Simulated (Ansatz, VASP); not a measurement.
Two plane-wave programs on C

```
C
1.0
     0.00000    1.77852    1.77852
     1.77852    0.00000    1.77852
     1.77852    1.77852    0.00000
C
2
Cartesian
  1.7785 1.7785 1.7785
  2.6678 2.6678 2.6678
```

Alike in both runs: functional PBE; dispersion D3(BJ); k mesh 12 × 12 × 12; occupations gaussian, width 0.02 eV; no spin polarisation.

Ansatz relaxed the structure, and its values are those at the end. VASP's run is a single point on that final structure, the one shown.

|  | VASP | Ansatz |
| --- | --- | --- |
| version | VASP 6.6.1 | Ansatz 0.2.0 |
| potentials or method | VASP PAW PBE potentials, release 64 (C) | scalar-relativistic, plane waves, PAW |
| plane-wave cutoff (eV) | 520 | 420 |
| valence electrons in the cell | 8 | 8 |

```tsv
	VASP	Ansatz	Ansatz less VASP
gap on the k mesh at the Fermi level (eV)	4.17	4.18	+0.008
least direct gap on the mesh (eV)	5.61	5.61	+0.003
pressure (GPa)	0.7	0.0	-0.70
```
